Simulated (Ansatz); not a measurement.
# C4H6 (Bicyclo[1.1.0]butane): the vertical ionisation energy from total energies

The species is C4H6 (10 atoms), meant as a singlet with charge 0. SMILES: `C1C2CC12`. Geometry: relaxed at PBE0-D4/def2-TZVP.

Both states at this one shape; open shells run unrestricted unless said. 1 Eh = 27.2114 eV.

```tsv
level	program	singlet C4H6 (Eh)	doublet [C4H6]+ (Eh)	HOMO of the first (eV)
PBE/cc-pVDZ	Ansatz	-155.741698	-155.405924	-5.70
B3LYP/6-31G* (spherical functions)	Ansatz	-155.944960	-155.609927	-6.53
wB97M-V/cc-pVDZ	Ansatz	-155.872368	-155.531309	-9.17
```

Task: Work out the vertical ionisation energy at each level.

Result: 
1. PBE/cc-pVDZ: -155.405924 − (-155.741698) = 0.335774 Eh = 9.14 eV; −ε(HOMO) = 5.70 eV.
2. B3LYP/6-31G* (spherical functions): -155.609927 − (-155.944960) = 0.335033 Eh = 9.12 eV; −ε(HOMO) = 6.53 eV.
3. wB97M-V/cc-pVDZ: -155.531309 − (-155.872368) = 0.341059 Eh = 9.28 eV; −ε(HOMO) = 9.17 eV.

No measured value is set beside it here; the levels span 9.12 to 9.28 eV. In semi-local functionals −ε(HOMO) lies far under the ionisation energy, a result of self-interaction, while the difference of totals does much better.
